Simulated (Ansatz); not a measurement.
Computed with Ansatz 0.2.0, DFT PBE, scalar-relativistic, plane waves, PAW. Settings: cutoff 420 eV, Γ-centred meshes spaced at most about 0.3 Å⁻¹, and about 0.25 Å⁻¹ or finer for metals (2π included), Gaussian smearing. No spin polarisation in the final relaxations.

Temperature and zero-point effects are left out.

Two relaxed structures of Si3Ge:

A.

```
Si Ge
1.0
     1.41228    0.81538    9.25543
    -1.41228    0.81538    9.25543
     0.00000   -1.63076    9.25543
Si Ge
3 1
Direct
  0.75675 0.75675 0.75675
  0.24325 0.24325 0.24325
  0.50000 0.50000 0.50000
  0.00000 0.00000 0.00000
```

B.

```
Si Ge
1.0
     2.70904    0.00000    0.00000
     0.00000    4.71950    0.00000
     0.00000    0.00000    5.03374
Si Ge
3 1
Direct
  0.50000 0.00000 0.00000
  0.50000 0.00000 0.50000
  0.00000 0.50000 0.50000
  0.00000 0.50000 0.00000
```

Question: Which form is favoured at zero pressure, and by what margin per atom?

Answer: B is lower, by 184 meV/atom. A has Si and Ge ordered on fcc sites, space group R-3m (No. 166), 16.0 Å³/atom and no gap on its mesh; B has space group Pmmm (No. 47), 16.1 Å³/atom and no gap. Counting Si atoms around Ge (those within 1.25 times the shortest such distance or 1.15 times the sum of covalent radii; the shortest distance is added where it is long for a bond), A has Ge 6 from 3.0 Å and B has Ge 6. Even the lower one lies +0.34 eV/atom against the reference forms of the elements (uncorrected), so neither is stable at this level. Both come from invented guesses. A third cell relaxed alike, in P-4m2, lies 0.33 eV/atom below the lower of the two.

Cells relaxed within their symmetry can be saddle points.
